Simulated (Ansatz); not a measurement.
SnTe:

```
CELL_PARAMETERS angstrom
3.90470 0.00000 0.00000
0.00000 3.90470 0.00000
0.00000 0.00000 3.90470
ATOMIC_POSITIONS crystal
Te 0.50000 0.50000 0.50000
Sn 0.00000 0.00000 0.00000
```

Measurements of this composition are mostly on another form, of space group No. 225.

Base run:

| Property | Result |
| --- | --- |
| Program | Ansatz 0.2.0 |
| Functional | PBE |
| Potentials or basis | all-electron LAPW, scalar-relativistic |
| Cutoff | 152 eV (chosen from the basis error) |
| Basis error allowed | 0.001 eV/atom |
| k mesh | 7 × 7 × 7 |
| Occupations | gaussian, width 0.05 eV |
| Spin | no spin polarisation |

Its results: band gap on the k mesh none (metal or under the smearing width); pressure -1.1 GPa.

**Question.** The run is repeated on the same cell with these changes: functional from PBE to LDA; occupations from gaussian, width 0.05 eV to gaussian, width 0.1 eV. What comes out?

**Answer.** Band gap on the k mesh none (metal or under the smearing width); pressure -4.8 GPa.
